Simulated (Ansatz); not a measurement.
# BaO: a single-point run

The task is a single-point run on BaO. The structure is shown as the input types it.

Computed with Ansatz 0.2.0 (density functional or hybrid calculation with the settings of its input, plane waves (as first typed), unless a step's input says otherwise).

1 further run of the same task is left out (it didn't finish).

### Step 1. Starting point

The structure is cubic, space group Fm-3m (No. 225). Conventional cell: a = 5.544 Å, b = 5.544 Å, c = 5.544 Å, α = 90.00°, β = 90.00°, γ = 90.00°. Ba (site symmetry m-3m) is surrounded by 6 O at 2.77 Å. Around O (site symmetry m-3m) lie 6 Ba at 2.77 Å.

As a file:

```
Ba O
1.0
     0.00000    2.77194    2.77194
     2.77194    0.00000    2.77194
     2.77194    2.77194    0.00000
Ba O
1 1
Direct
  0.00000 0.00000 0.00000
  0.50000 0.50000 0.50000
```

### Step 2. Running it

Contents of input.yaml:

```yaml
crystal:
  lattice:
    - [0.0, 2.771942684, 2.771942684]
    - [2.771942684, 0.0, 2.771942684]
    - [2.771942684, 2.771942684, 0.0]
  atoms:
    - { symbol: Ba, position: [0.0, 0.0, 0.0] }
    - { symbol: O, position: [0.5, 0.5, 0.5] }
kpoints:
  mp_grid: { grid: [4, 4, 4] }
hamiltonian:
  xc: hse06
scf:
  occupations: { method: fixed }
  n_extra_bands: 4
  max_iter: 54
output:
  forces: true
  stress: true
  eigenvalues: true
basis:
  ecutwfc: 40
```

The run is started by

```bash
> ansatz run input.yaml --threads 4 --pin off --max-ram 3686MiB --backend cpu --events-out ev --progress --plain --runs-dir out
```

**Question.** How will this run end, and is anything wrong with its input?

The program finished normally, with warnings (cutoff below recommended, metallic iterate, stress exchange threshold loose). It gives a pressure of -27 GPa, which is large.

The suspect setting: basis.ecutwfc is 40. The basis cutoff is far too low: the plane waves can't represent the orbitals near the cores. The potentials' recommended cutoff is 420 eV.

To check: delete basis.ecutwfc (the default then holds).
